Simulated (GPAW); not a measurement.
Crystal: Cl.

```xyz
4
Lattice="3.1450 -2.2500 0.0000 3.1450 2.2500 0.0000 0.0000 0.0000 8.2100" Properties=species:S:1:pos:R:3 pbc="T T T"
Cl    3.1450    0.5850    3.2840
Cl    3.1450    1.6650    7.3890
Cl    3.1450   -0.5850    4.9260
Cl    3.1450   -1.6650    0.8210
```

```yaml
Program: GPAW 26.7.0
Task: relaxation of cell and atoms
Functional: PBEsol
Potentials_or_basis: PAW data sets generated in the run's folder for this functional
Cutoff: 600 eV
Basis: pw
k_mesh: 5 × 5 × 2
Occupations: fermi-dirac, width 0.05 eV
Spin: no spin polarisation
```

At the start: pressure -0.9 GPa; volume 29.05 Å³/atom.

Problem. How do energy, volume and symmetry change on relaxing?

Solution. Over 22 steps the energy falls by 26.3 meV/atom and the volume is 26.29 Å³/atom (-9.5 %); space group Cmce (No. 64, to 0.05 Å).

Step by step:
```csv
step,energy change (eV),largest force (eV/Å),pressure (GPa),volume (Å³)
1,0.0000,0.1228,-0.86,116.19
2,-0.0021,0.0969,-0.72,116.00
3,-0.0083,0.2535,-0.23,114.99
4,-0.0138,0.3616,0.02,114.01
5,-0.0348,0.6075,0.75,109.50
6,-0.0471,0.5274,0.99,106.13
7,-0.0592,0.2666,0.44,105.98
8,-0.0647,0.0615,-0.18,106.49
9,-0.0650,0.0695,-0.22,106.19
10,-0.0663,0.1085,-0.29,105.59
11,-0.0699,0.1896,-0.38,104.23
12,-0.0765,0.2667,-0.39,101.94
13,-0.0825,0.2528,-0.28,100.15
14,-0.0869,0.1492,-0.08,100.13
15,-0.0895,0.0177,0.21,100.66
16,-0.0896,0.0201,0.17,100.70
17,-0.0903,0.0432,0.08,100.83
18,-0.0920,0.0813,-0.06,101.25
19,-0.0954,0.1229,-0.23,102.16
20,-0.0997,0.1354,-0.33,103.45
21,-0.1034,0.0936,-0.25,104.59
22,-0.1053,0.0216,-0.07,105.17
```

Final structure:
```yaml
crystal:
  lattice:
    - [3.40328, -1.94147, -0.00002]
    - [3.40328, 1.94147, 0.00002]
    - [0.00000, 0.00005, 7.95832]
  atoms:
    - { symbol: Cl, position: [0.37019, 0.62981, 0.38857] }
    - { symbol: Cl, position: [0.12973, 0.87027, 0.88855] }
    - { symbol: Cl, position: [0.62981, 0.37019, 0.61143] }
    - { symbol: Cl, position: [0.87027, 0.12973, 0.11145] }
```

Caveat: later steps reuse the first step's grids.
